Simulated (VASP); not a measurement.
Input of a VASP 6.6.1 run:

Contents of INCAR:

```
  PREC = Accurate
  ENCUT = 600
  EDIFF = 1E-7
  ISMEAR = -1
  SIGMA = 0.02
  LREAL = False
  LASPH = True
  NELM = 60
  ALGO = Normal
  ISIF = 2
  LWAVE = False
  LCHARG = False
  GGA = PS
  LEFG = True
```

The input KPOINTS:

```
regular mesh
0
Gamma
  8 8 5
```

POSCAR

```
ZnO
1.0
    3.2493080000      0.0000000000      0.0000000000
   -1.6246540000      2.8139832727      0.0000000000
    0.0000000000      0.0000000000      5.2057090000
Zn O
2 2
Direct
    0.3333333333      0.6666666667      0.5000000000
    0.6666666667      0.3333333333      0.0000000000
    0.6666666667      0.3333333333      0.3790100000
    0.3333333333      0.6666666667      0.8790100000
```

Potentials or basis: VASP PAW PBE potentials, release 64 (Zn, O).

Run with:

```bash
$ cat potpaw_PBE.64/Zn/POTCAR potpaw_PBE.64/O/POTCAR > POTCAR
$ mpirun -np 1 vasp_std > vasp.out
```

**Question.** Predict the band gap on the k mesh.

**Answer.** 0.69 eV, direct.

**Question.** Predict the largest force.

**Answer.** 0.065 eV/Å.

**Question.** What does it give for the pressure?

**Answer.** -0.6 GPa.

Electric field gradients, principal values (V/Å²):
| atom | Vxx | Vyy | Vzz |
| --- | --- | --- | --- |
| 1 Zn | -0.423 | -0.427 | 0.849 |
| 2 Zn | -0.423 | -0.427 | 0.849 |
| 3 O | 0.940 | 0.941 | -1.881 |
| 4 O | 0.940 | 0.941 | -1.881 |

Caveat: the PAW data sets were made with another functional, which shifts forces and pressure a little.

**Experimental background.**

“Electronic structure of alkaline earth and post-transition metal oxides”, 2009, arxiv:0908.1581 quotes, for a bulk crystal of ZnO: band gap 3.37 eV.

A measured gap of ZnO is 3.37 eV (quoted in “Electronic structure of alkaline earth and post-transition metal oxides”, 2009, arxiv:0908.1581); the calculated 0.69 eV misses it by -2.68 eV. So large a miss can be the level of theory's own, or it may mean another phase, state or a wrong row. The value is that of PBEsol, without temperature or zero-point motion. Semilocal functionals fall short of measured gaps as a rule.
